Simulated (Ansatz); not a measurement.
The cell is COD entry 1533087, as deposited and not checked against the literature; nothing was relaxed. The listed cell was then made from it by scaling, straining or moving an atom.

CoO: DFT, PBE, all-electron PAW with datasets made for the crystal, scalar-relativistic (Ansatz 0.2.0). What sets it apart from a plain run of this crystal: zz strain of +1 %.

Command: `ansatz run input.yaml --threads 1 --pin off --max-ram 3072MiB --backend cpu --events-out ev --progress --plain --runs-dir out` The run took 70 s on 1 thread of Intel(R) Xeon(R) 6975P-C (Granite Rapids), with other jobs on the host, peak memory 1.3 GiB.

```yaml
crystal:
  lattice:
    - [0.0, 2.1315, 2.152815]
    - [2.1315, 0.0, 2.152815]
    - [2.1315, 2.1315, 0.0]
  atoms:
    - { symbol: Co, position: [0.0, 0.0, 0.0], spin: 2.0 }
    - { symbol: O, position: [0.5, 0.5, 0.5] }
magnetization:
  spin_polarized: true
kpoints:
  mp_grid: { grid: [16, 16, 16] }
scf:
  occupations: { method: fermi_dirac, width: 0.05 }
hamiltonian:
  xc: pbe
  pseudopotentials: { kind: all_electron, datasets: crystal }
output:
  forces: true
  stress: true
  eigenvalues: true
  efg: { contact_densities: true }
```

Output (standing set-up lines are left out):

```
the search for the magnetic state of this step took 14 SCF iterations with frozen cores. It stayed in its first state, in which the spheres begin
Crystal: 2 atoms, lattice volume = 19.562 Å³
Symmetry: 16 space group operations
Space group: I4/mmm (ITA 139), of the structure as read, at distance tolerance 2.7e-5 Å
Magnetic group: BNS 139.531 (UNI 1191), of the structure as read, at distance tolerance 2.7e-5 Å
k-points: 349 of 4096
iter 1 solved again at ethr=2.62e-5 eV; its pass at ethr=1.00e-1 eV (dr2=6.03e-3 eV) is discarded
SCF iter   1: F=—  HF=-39964.509326 eV  |F-HF|=—  |Δ(HF+E_count)|=         —  Δρ=1.01e-2 (↑1.01e-2 ↓3.77e-3)  dr2=7.99e-3  dr2_m=3.09e-3  M=2.953 μB ∫|m|=2.968 μB  β_m=0.30  ethr=2.62e-5  ⟨swp⟩=3.6  Hψ=74981  notcnv=0
preconditioner: auto → none  [metal: Δε(μ)=0.002 eV  Ē_g=13.660 eV  σ=0.050 eV  W_gap=0.01  n_scr=8 (ndim 8)  ℏωp=32.5 eV  f_vac=0.000  D(μ)=4.14/eV (n_scr^D=64)]
SCF iter   2: F=—  HF=-39964.502727 eV  |F-HF|=—  |Δ(HF+E_count)|=   6.60e-3  Δρ=7.65e-3 (↑7.65e-3 ↓4.23e-3)  dr2=9.41e-3  dr2_m=1.26e-3  M=2.962 μB ∫|m|=2.977 μB  β_m=0.57  ethr=2.62e-5  ⟨swp⟩=3.0  Hψ=23348  notcnv=0
SCF iter   3: F=—  HF=-39964.519631 eV  |F-HF|=—  |Δ(HF+E_count)|=   1.69e-2  Δρ=2.01e-2 (↑8.23e-3 ↓2.01e-2)  dr2=1.02e-1  dr2_m=1.86e-2  M=2.852 μB ∫|m|=2.867 μB  β_m=0.39  ethr=2.62e-5  ⟨swp⟩=3.0  Hψ=30472  notcnv=0  recentre
iter 4 solved again at ethr=5.84e-7 eV; its pass at ethr=2.62e-5 eV (dr2=1.34e-4 eV) is discarded
SCF iter   4: F=—  HF=-39964.503970 eV  |F-HF|=—  |Δ(HF+E_count)|=   1.57e-2  Δρ=8.95e-4 (↑8.95e-4 ↓5.69e-4)  dr2=1.36e-4  dr2_m=3.72e-5  M=2.952 μB ∫|m|=2.968 μB  β_m=0.39  ethr=5.84e-7  ⟨swp⟩=2.0  Hψ=57566  notcnv=0
SCF iter   5: F=—  HF=-39964.504069 eV  |F-HF|=—  |Δ(HF+E_count)|=   9.93e-5  Δρ=5.72e-4 (↑2.72e-4 ↓5.72e-4)  dr2=6.16e-5  dr2_m=1.87e-5  M=2.949 μB ∫|m|=2.964 μB  β_m=0.68  ethr=5.84e-7  ⟨swp⟩=3.0  Hψ=22015  notcnv=0
SCF iter   6: F=—  HF=-39964.504122 eV  |F-HF|=—  |Δ(HF+E_count)|=   5.23e-5  Δρ=3.94e-4 (↑3.91e-4 ↓3.94e-4)  dr2=6.21e-5  dr2_m=1.04e-5  M=2.952 μB ∫|m|=2.968 μB  β_m=0.60  ethr=2.68e-7  ⟨swp⟩=2.1  Hψ=26262  notcnv=0
SCF iter   7: F=—  HF=-39964.504110 eV  |F-HF|=—  |Δ(HF+E_count)|=   1.18e-5  Δρ=1.67e-4 (↑4.07e-5 ↓1.67e-4)  dr2=2.06e-6  dr2_m=1.72e-6  M=2.951 μB ∫|m|=2.966 μB  β_m=0.80  ethr=2.68e-7  ⟨swp⟩=3.0  Hψ=21769  notcnv=0
SCF iter   8: F=—  HF=-39964.504113 eV  |F-HF|=—  |Δ(HF+E_count)|=   2.95e-6  Δρ=6.38e-5 (↑4.42e-5 ↓6.38e-5)  dr2=4.14e-7  dr2_m=3.11e-7  M=2.951 μB ∫|m|=2.967 μB  β_m=0.90  ethr=8.95e-9  ⟨swp⟩=3.0  Hψ=27091  notcnv=0
SCF iter   9: F=—  HF=-39964.504114 eV  |F-HF|=—  |Δ(HF+E_count)|=   1.17e-6  Δρ=4.41e-5 (↑1.29e-5 ↓4.41e-5)  dr2=3.27e-7  dr2_m=6.65e-8  M=2.951 μB ∫|m|=2.967 μB  β_m=0.95  ethr=1.80e-9  ⟨swp⟩=3.0  Hψ=28670  notcnv=0
SCF iter  10: F=—  HF=-39964.504114 eV  |F-HF|=—  |Δ(HF+E_count)|=   5.59e-8  Δρ=2.46e-5 (↑1.60e-5 ↓2.46e-5)  dr2=7.03e-8  dr2_m=5.18e-8  M=2.951 μB ∫|m|=2.967 μB  β_m=0.82  ethr=1.42e-9  ⟨swp⟩=3.0  Hψ=26855  notcnv=0
SCF iter  11: F=-39964.504114 eV  HF=-39964.504114 eV  |F-HF|=3.34e-8  |Δ(HF+E_count)|=   1.16e-8  Δρ=1.41e-5 (↑9.81e-6 ↓1.41e-5)  dr2=3.78e-8  dr2_m=1.72e-8  M=2.951 μB ∫|m|=2.967 μB  ethr=3.06e-10  ⟨swp⟩=2.9  Hψ=22708  notcnv=0
SCF 1 converged in 11 iterations: F = -39964.504114 eV  dr2 = 3.78e-8
  Residual-converged pass: ⟨swp⟩=2.7  Hψ=20195  notcnv=0  max |occ|·‖R‖ = 5.3e-6 eV (tolerance 5.3e-6 eV)  dr2=3.77e-8  dr2_m=1.71e-8  dr2_onsite=5.33e-8  max |Δocc| = 9.5e-11
  greatest PAW one-centre occupation: 1.004 electrons in one spin orbital (limit 2), on the Co atom at site 0 (counted from 0), in its partial waves of l = 1
SCF converged after 11 iterations
Magnetization: 2.9513 μB (12.9757 up, 10.0243 down)
Absolute magnetization: 2.9668 μB (∫|ρ↑−ρ↓|)
Spin contamination: -0.0037 ħ² per cell (⟨S²⟩ above its minimum at these occupations)
Per-site moments (μB) at R_I (Å): [(2.5133587986851604, 0.87924375), (0.3239199478594759, 0.87924375)]
Free energy (F): -39964.504114 eV
Harris-Foulkes:  -39964.504114 eV  (|F-HF|=3.34e-8)
Internal energy: -39964.470066 eV  (E = F + TS)
E sigma→0 (E₀):  -39964.487090 eV
Entropy (-TS):   -0.034048 eV (-17.024 meV/atom)
Past the cutoff: the bands carry plane waves up to 1.75 times it, of which those up to 1.5 times it add -0.000401 eV an atom, each by itself; the spheres take 0.000139 eV an atom off the energy for waves past 1.75 times it
By the cutoff:   a pressure is off by up to 0.007 GPa (1.2 times the spheres' own share and the shells' term, over an atom's volume, and 0.004 GPa: a bound that held against runs at twice the plane waves)
Past the cutoffs: a stress includes 0.0025 GPa for waves and charges beyond them, in addition to the slope of what the spheres take
In the spheres:  the bands' charges fall short by 1.4e-6 e at most (sound up to 1e-3)
Fermi energy:    13.885312 eV
--- Per-component energies (eV) ---
  The terms above E_closure are by the made datasets' own strengths, without shells solved beside the bands.
--- Forces (eV/Å), atoms counted from 1 ---
  atom   1  Co    -0.00000000    -0.00000000    -0.00000000
  atom   2  O      0.00000000     0.00000000    -0.00000000
  max |Σ_I F_I| component: 1.24e-29 eV/Å
--- Stress (GPa, compression-positive) ---
       -3.477490       0.000000       0.000000
        0.000000      -3.477490       0.000000
        0.000000       0.000000      -3.322595
  P = ⅓ Tr σ = -3.4259 GPa (-34.259 kbar)
--- PAW observables at the nuclei: V_zz in 10²¹ V/m², potentials from the cell's mean, atoms counted from 1 ---
  atom   1  Co V_zz =    -1.064398   η = 0.0000   by run symmetry: allowed
            electrostatic potential = -3387.206169 V   contact ρ = 114736.573632 e/Å³   contact ρ_s (e/Å³): all electrons -1.683977, valence +7.462066
  atom   2  O  V_zz =    -0.182653   η = 0.0000   by run symmetry: allowed
            electrostatic potential = -627.117803 V   contact ρ = 2158.258190 e/Å³   contact ρ_s (e/Å³): all electrons +2.740261, valence +3.225451
--- Band table (eV; the first three rows and the last of 698) ---
  k-point 0 ↑: bands = ["-83.0113", "-46.2975", "-46.2975", "-46.2015", "-6.2341", "10.5788", "10.5913", "10.7309", "10.7686", "10.7686", "10.8042", "10.8648", "10.8648", "14.7505", "30.5903"]
  k-point 1 ↑: bands = ["-83.0111", "-46.2985", "-46.2977", "-46.2021", "-6.1942", "10.1064", "10.1274", "10.2456", "10.7762", "10.8580", "11.0835", "11.2894", "11.2960", "15.0469", "29.6124"]
  k-point 2 ↑: bands = ["-83.0108", "-46.3013", "-46.2982", "-46.2036", "-6.0783", "9.4528", "9.5764", "9.6047", "10.8512", "10.9328", "11.2388", "11.8615", "11.8650", "15.7567", "28.1064"]
  k-point 348 ↓: bands = ["-79.9135", "-43.2719", "-43.2719", "-43.2621", "-4.4420", "7.5526", "10.1193", "10.1193", "11.7124", "14.0066", "14.0066", "14.4513", "14.9536", "20.4464", "23.9674"]
```

Semilocal functionals without U often leave such compounds metallic or with too small a gap, and the real magnetic order may differ.

Other magnetic orders may lie lower; this is the state that the run reached.
